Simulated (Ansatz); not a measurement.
How far is this CaO from the hull?

All numbers below come from DFT PBE, scalar-relativistic, plane waves, PAW (Ansatz 0.2.0). Settings: cutoff 420 eV, Γ-centred meshes spaced at most about 0.3 Å⁻¹ (2π included), Gaussian smearing. No spin polarisation.

Formation energies are uncorrected and refer to the elements' standard structures at the same level (O₂ as a molecule).

All energies are static (0 K, no zero-point motion).

The competitors are the elements and 1 reference phase of this chemical system (from databases or known types: CaO), relaxed at the same level; some compounds that the Crystallography Open Database lists (CaO2) aren't among them, so the margin is a lower bound.

The candidate was reached from: 5-connected net, two elements alternating.

```cif
data_structure
_symmetry_space_group_name_H-M 'I4/mcm'
_symmetry_Int_Tables_number 140
_cell_length_a 7.9383
_cell_length_b 7.9383
_cell_length_c 4.7707
_cell_angle_alpha 90.000
_cell_angle_beta 90.000
_cell_angle_gamma 90.000
_cell_volume 300.64
loop_
_atom_site_label
_atom_site_type_symbol
_atom_site_symmetry_multiplicity
_atom_site_Wyckoff_symbol
_atom_site_fract_x
_atom_site_fract_y
_atom_site_fract_z
_atom_site_occupancy
Ca1 Ca 8 h 0.85227 0.35227 0.50000 1
O1 O 8 h 0.14662 0.35338 0.50000 1
```

Problem. Where does it stand against these competitors?

Solution. Not the lowest form: another structure of the same formula lies lower. Its formation energy is -2.826 eV/atom. The lowest competing phase at this composition is this:

```
phase      space group             source  share of atoms  ΔE_f (eV/atom)
  CaO  Fm-3m (No. 225)  Materials Project          1.0000          -2.947
```

The candidate lies 121 meV/atom above this phase (120 meV/atom from unrounded values). Its margin to the true hull is at least that. The candidate matches no cell in the subsets of the Crystallography Open Database and the Materials Project at hand. It is metastable at best. Whether it is a true minimum wasn't tested by phonons.
